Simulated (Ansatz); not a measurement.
A relaxed cell of PbSe is given with its symmetry left out. The cell was found from a structure generator's guess, not taken from experiment.

Method: DFT PBE, scalar-relativistic, plane waves, PAW in Ansatz 0.2.0. Cutoff 420 eV, Γ-centred mesh, Gaussian smearing, no spin polarisation.

```
Pb Se
1.0
     4.26998    0.00000    0.00000
    -2.13499    3.69791    0.00000
     0.00000    0.00000    7.64627
Pb Se
2 2
Direct
  0.66667 0.33333 0.75000
  0.33333 0.66667 0.25000
  0.00000 0.00000 0.00000
  0.00000 0.00000 0.50000
```

Formation energies are uncorrected and refer to the elements' standard structures at the same level.

Q: What space group does it have?

A: P6_3/mmc (No. 194), the anti-nickel arsenide type. Conventional cell: a = 4.270 Å, c = 7.646 Å. Pb is surrounded by 6 Se at 3.12 Å; Se has 6 Pb at 3.12 Å.

Q: How far does it lie from the elements in energy?

A: −0.481 eV/atom. A negative formation energy is needed for stability but isn't enough: competing phases decide.

Q: Is it a metal?

A: No, the gap on the 9×9×6 mesh is 0.38 eV.

Q: From what recipe could a structure generator have reached it?

A: One such recipe: 6-connected net, two elements alternating (P6_3/mmc, No. 194). Other recipes can lead to the same cell.

The last run used a 9×9×6 mesh (in the run's order of axes) for its 4-atom cell and Gaussian smearing of 0.01 eV. Spin–orbit coupling, which can matter for Pb, is left out. Kohn–Sham gaps at this level usually fall short of measured ones. The missing spin–orbit coupling can work the other way here. The reference form of Se is held partly by dispersion forces, which this level lacks. Small gaps are read on the mesh alone, and bands can cross between its points. A later test with randomly moved atoms led to a structure 7 meV/atom lower, so this end is a saddle point or a shallow minimum.
